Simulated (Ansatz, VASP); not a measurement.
# BN in VASP and in Ansatz

INCAR

```
ALGO = Normal
EDIFF = 1E-6
ENCUT = 520
GGA = PE
ISIF = 2
ISMEAR = 0
LASPH = T
LCHARG = F
LREAL = F
LWAVE = F
NELM = 80
PREC = Accurate
SIGMA = 0.03
```

The input KPOINTS:

```
k-points
0
Gamma
  13 13 13
```

POSCAR

```
BN
1.0
    0.0000000000      1.8130010000      1.8130010000
    1.8130010000      0.0000000000      1.8130010000
    1.8130010000      1.8130010000      0.0000000000
N B
1 1
Direct
    0.2500000000      0.2500000000      0.2500000000
    0.0000000000      0.0000000000      0.0000000000
```

The input input.yaml:

```yaml
crystal:
  lattice:
    - [0.0, 1.813001, 1.813001]
    - [1.813001, 0.0, 1.813001]
    - [1.813001, 1.813001, 0.0]
  atoms:
    - { symbol: "N", position: [0.25, 0.25, 0.25] }
    - { symbol: B, position: [0.0, 0.0, 0.0] }
hamiltonian:
  xc: pbe
  pseudopotentials: { kind: paw }
kpoints:
  mp_grid: { grid: [13, 13, 13] }
scf:
  occupations: { method: gaussian, width: 0.03 }
output:
  forces: true
  stress: true
  eigenvalues: true
  write_density: true
  write_potential: true
  elf: true
  volumetric_format: npy
```

The cell is a database's computed one.

Alike in both runs: task single point; functional PBE; k mesh 13 × 13 × 13; occupations gaussian, width 0.03 eV; no spin polarisation.

|  | VASP | Ansatz |
| --- | --- | --- |
| version | VASP 6.6.1 | Ansatz 0.2.0 |
| potentials or method | VASP PAW PBE potentials, release 64 (N, B) | Ansatz PAW |
| plane-wave cutoff (eV) | 520 | 420 |
| valence electrons in the cell | 8 | 8 |

```tsv
	VASP	Ansatz	Ansatz less VASP
gap on the k mesh at the Fermi level (eV)	4.52	4.54	+0.012
least direct gap on the mesh (eV)	8.78	8.79	+0.011
pressure (GPa)	-0.2	-0.4	-0.24
```

Caveats: an odd mesh through Γ misses points on the zone boundary, where band edges often lie (VASP); odd divisions of the mesh miss points on the zone boundary, where band edges often lie, so the gap on the mesh can be too wide (Ansatz); the pressure holds a Pulay correction of +1.1 GPa for the finite cutoff (Ansatz). PBE gaps usually lie below the measured ones, often by a third to a half.
